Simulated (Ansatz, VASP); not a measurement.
## BAs in VASP and in Ansatz

File POSCAR:

```
BAs
1.0
    0.0000000000      2.3885000000      2.3885000000
    2.3885000000      0.0000000000      2.3885000000
    2.3885000000      2.3885000000      0.0000000000
B As
1 1
Direct
    0.0000000000      0.0000000000      0.0000000000
    0.7500000000      0.7500000000      0.7500000000
```

Contents of INCAR.step1:

```
PREC = Accurate ; ENCUT = 600
ISMEAR = 0 ; SIGMA = 0.02
LREAL = False ; LASPH = True
NELM = 100 ; GGA = PE
ALGO = Normal ; EDIFF = 1E-4
LWAVE = True ; LCHARG = False
```

INCAR.step2

```
PREC = Accurate ; ENCUT = 600
EDIFF = 1E-7 ; ISMEAR = 0
SIGMA = 0.02 ; LREAL = False
LASPH = True ; NELM = 100
ALGO = Normal ; ISIF = 3
LWAVE = False ; LCHARG = False
METAGGA = R2SCAN ; LMIXTAU = True
IBRION = 2 ; NSW = 100
EDIFFG = -0.005 ; ISTART = 1
```

File KPOINTS:

```
regular mesh
0
Gamma
  10 10 10
```

Input for Ansatz:

```yaml
crystal:
  lattice:
    - [0.0, 2.3885, 2.3885]
    - [2.3885, 0.0, 2.3885]
    - [2.3885, 2.3885, 0.0]
  atoms:
    - { symbol: B, position: [0.0, 0.0, 0.0] }
    - { symbol: As, position: [0.75, 0.75, 0.75] }
basis:
  ecutwfc: 500
kpoints:
  mp_grid: { grid: [10, 10, 10] }
hamiltonian:
  xc: r2scan
scf:
  occupations: { method: gaussian, width: 0.02 }
output:
  forces: true
  stress: true
  eigenvalues: true
relax:
  adjacent_minimum: "off"
  f_tol: 0.005
  max_steps: 80
  cell: { stress_tol: 0.05 }
```

Alike in both runs: task relaxation of cell and atoms; functional r2SCAN; k mesh 10 × 10 × 10; occupations gaussian, width 0.02 eV; no spin polarisation.

|  | VASP | Ansatz |
| --- | --- | --- |
| version | VASP 6.6.1 | Ansatz 0.2.0 |
| potentials or method | VASP PAW PBE potentials, release 64 (B, As) | scalar-relativistic, plane waves, PAW |
| plane-wave cutoff (eV) | 600 | 500 |
| valence electrons in the cell | 8 | 18 |

|  | VASP | Ansatz | Ansatz less VASP |
| --- | --- | --- | --- |
| gap on the k mesh at the Fermi level, each at its own relaxed structure (eV) | 1.38 | 1.37 | -0.002 |
| relaxed volume (Å³/atom) | 13.71 | 13.68 | -0.022 |
| relaxed cell length with the largest relative difference (Å) | 3.384 | 3.383 | -0.0018 |

The two sets of potentials don't hold the same shells in valence.

Caveats: the PAW data sets were made with another functional, which shifts forces and pressure a little (VASP). Zero-point motion and thermal expansion aren't in these numbers. r2SCAN opens gaps a little over a GGA but as a rule still falls short of measured ones.
